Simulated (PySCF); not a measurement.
Runs of PySCF 2.14.0 on ZnS. Symmetry: F-43m, No. 216, cubic system. Conventional cell: a = 5.404 Å, b = 5.404 Å, c = 5.404 Å, α = 90.00°, β = 90.00°, γ = 90.00°. Zn (site symmetry -43m) is surrounded by 4 S at 2.34 Å. S (site symmetry -43m) is surrounded by 4 Zn at 2.34 Å. 

```csv
level,exxdiv,three-centre integrals,gap on the mesh (eV)
LDA,-,-,2.24
HF,ewald,read from an earlier run's file,12.31
r2SCANh,ewald,read from an earlier run's file,(a)
PBE,-,read from an earlier run's file,(b)
PBEsol,-,read from an earlier run's file,2.42
```

Alike in all rows: task atomic charges; potentials or basis pob-tzvp-rev2 (all-electron); no spin polarisation; cell as given; k mesh 2 × 2 × 2; smearing fixed; the mesh is coarse, so values aren't converged.

**Question.** Fill in the values left out.

**Answer.** (a) 4.09; (b) 2.57.

Caveats: all runs use coarse meshes; the basis of atomic orbitals isn't converged, which shifts pressures, moduli and gaps; the default atom-centred grid shifts energies of crystals by up to some 10 meV an atom and pressures by some 0.5 GPa (some runs); on so small a mesh gaps with full-range exact exchange can be off by tenths of an eV to over 1 eV (some runs).

A k mesh can miss the band edges.

Not every run made on this cell is shown here.
